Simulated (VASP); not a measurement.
Wanted: the native input for a VASP 6.6.1 run.

```yaml
Task: electrostatic potential
Functional: PBEsol
Potentials_or_basis: VASP PAW PBE potentials, release 64 (Ni, Al)
Cutoff: 520 eV
k_mesh: 14 × 14 × 14
Occupations: methfessel-paxton, width 0.1 eV
Spin: no spin polarisation
Further_INCAR_settings: ALGO = Normal; EDIFF = 1e-06
```

The structure of AlNi lies in POSCAR:

```
AlNi                                    
1.0
    2.8628819641      0.0000000000      0.0000000000
   -0.0000000000      2.8628819641     -0.0000000000
   -0.0000000000     -0.0000000000      2.8628819641
  Ni              Al            
     1     1
Direct
     0.0000000000000000    0.0000000000000000    0.0000000000000000
     0.5000000000000000    0.5000000000000000    0.5000000000000000
```

The cell was built by a generator and needn't be a form met in nature.

These files were run (other wordings do the same):

INCAR

```
PREC = Accurate
ENCUT = 520
EDIFF = 1E-6
ISMEAR = 1
SIGMA = 0.1
LREAL = F
LASPH = T
NELM = 120
ALGO = Normal
ISIF = 2
LWAVE = F
LCHARG = T
GGA = PS
LVHAR = T
```

KPOINTS

```
Automatic mesh
0
Gamma
  14 14 14
```

Potentials or basis: VASP PAW PBE potentials, release 64 (Ni, Al).

Command:

```console
$ cat potpaw_PBE.64/Ni/POTCAR potpaw_PBE.64/Al/POTCAR > POTCAR
$ mpirun -np 1 vasp_std > vasp.out
```

Results of the run:

| Item | Value |
| --- | --- |
| Pressure | 0.1 GPa |
| Band gap on the k mesh | none (metal or under the smearing width) |

Caveat: the PAW data sets were made with another functional, which shifts forces and pressure a little.

It took 8.7 s on 1 thread of Intel(R) Xeon(R) 6975P-C (Granite Rapids), on a shared host, peak memory 0.16 GiB.
